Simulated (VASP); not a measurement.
CaO, 2 atoms in the cell. The structure is cubic, space group Fm-3m (No. 225). Conventional cell: a = 4.925 Å, b = 4.925 Å, c = 4.925 Å, α = 90.00°, β = 90.00°, γ = 90.00°. Ca (site symmetry m-3m) has 6 O at 2.46 Å as nearest neighbours. Around O (site symmetry m-3m) lie 6 Ca at 2.46 Å.  The cell isn't the ideal one: a relaxed cell with its volume scaled by 1.06.

| Property | Result |
| --- | --- |
| Program | VASP 6.6.1 |
| Task | single point |
| Functional | PBE |
| Potentials or basis | VASP PAW PBE potentials, release 64 (Ca_pv, O) |
| Cutoff | 520 eV |
| k mesh | 12 × 12 × 12 |
| Occupations | gaussian, width 0.02 eV |
| Spin | no spin polarisation |
| Further INCAR settings | ALGO = Normal; EDIFF = 1e-07; NBANDS = 14 |

Potentials or basis: VASP PAW PBE potentials, release 64 (Ca_pv, O).

The run is started by

```bash
$ cat potpaw_PBE.64/Ca_pv/POTCAR potpaw_PBE.64/O/POTCAR > POTCAR
$ mpirun -np 1 vasp_std > vasp.out
```

Hardware: 1 thread of Intel(R) Xeon(R) Platinum 8488C (Sapphire Rapids) (shared host).

Problem. Estimate the wall time of this run.

Solution. Run time: 21 s on 1 thread of Intel(R) Xeon(R) Platinum 8488C (Sapphire Rapids) (shared host), peak memory 0.17 GiB. Counts: scf iterations 15, k points 72.
